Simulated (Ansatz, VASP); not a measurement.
## CaO: VASP beside Ansatz

POSCAR

```
CaO
1.0
   -0.0815146600      2.5896033556      2.5896033556
    2.5896033556     -0.0815146600      2.5896033556
    2.5896033556      2.5896033556     -0.0815146600
Ca O
1 1
Direct
   -0.0028147082     -0.0028147082     -0.0028147082
    0.2528147082      0.2528147082      0.2528147082
```

The input INCAR.step1:

```
  ALGO = Normal
  EDIFF = 1E-4
  ENCUT = 520
  GGA = PE
  ISMEAR = 0
  LASPH = True
  LCHARG = False
  LREAL = False
  LWAVE = True
  NBANDS = 15
  NELM = 60
  PREC = Accurate
  SIGMA = 0.01
```

File INCAR.step2:

```
  ALGO = Normal
  EDIFF = 1E-6
  ENCUT = 520
  ISIF = 2
  ISMEAR = 0
  ISTART = 1
  LASPH = True
  LCHARG = False
  LMIXTAU = True
  LREAL = False
  LWAVE = False
  METAGGA = R2SCAN
  NBANDS = 15
  NELM = 60
  PREC = Accurate
  SIGMA = 0.01
```

Contents of KPOINTS:

```
k-points
0
Gamma
  8 8 8
```

Input for Ansatz:

```yaml
crystal:
  lattice:
    - [-0.08151466, 2.5896033556, 2.5896033556]
    - [2.5896033556, -0.08151466, 2.5896033556]
    - [2.5896033556, 2.5896033556, -0.08151466]
  atoms:
    - { symbol: Ca, position: [-0.0028147082, -0.0028147082, -0.0028147082] }
    - { symbol: O, position: [0.2528147082, 0.2528147082, 0.2528147082] }
kpoints:
  mp_grid: { grid: [8, 8, 8] }
  band_path:
    path:
      - [0.0, 0.0, 0.0]
      - [-0.5, -0.5, 0.0]
      - [-0.375, -0.375, 0.25]
      - [-0.375, 0.0, 0.375]
      - [0.0, 0.0, 0.5]
      - [-0.5, -0.25, 0.25]
    npoints: 1
hamiltonian:
  xc: r2scan
scf:
  occupations: { method: fixed }
  n_extra_bands: 4
output:
  forces: true
  stress: true
  eigenvalues: true
```

Change from the starting cell: epitaxial_111 strain +2.5%.

Alike in both runs: task single point; functional r2SCAN; k mesh 8 × 8 × 8; no spin polarisation.

|  | VASP | Ansatz |
| --- | --- | --- |
| version | VASP 6.6.1 | Ansatz 0.2.0 |
| potentials or method | VASP PAW PBE potentials, release 64 (Ca_sv, O) | plane waves, PAW |
| plane-wave cutoff (eV) | 520 | 500 |
| occupations | gaussian, width 0.01 eV | fixed |
| valence electrons in the cell | 16 | 16 |

VASP gave:

| Quantity | Value |
| --- | --- |
| gap on the k mesh at the Fermi level (eV) | 3.61 |
| pressure (GPa) | -1.4 |
| largest component of the traceless stress (GPa) | 1.11 |
| rms of the force components (eV/Å) | 0.007 |

**Question.** What did Ansatz give for the same quantities?

**Answer.** gap on the k mesh at the Fermi level (eV): 3.63; pressure (GPa): -2.2; largest component of the traceless stress (GPa): 1.10; rms of the force components (eV/Å): 0.002.

Atom by atom the forces differ by 0.009 eV/Å (rms over components).

Caveats: the PAW data sets were made with another functional, which shifts forces and pressure a little (VASP). A k mesh can miss the band edges.
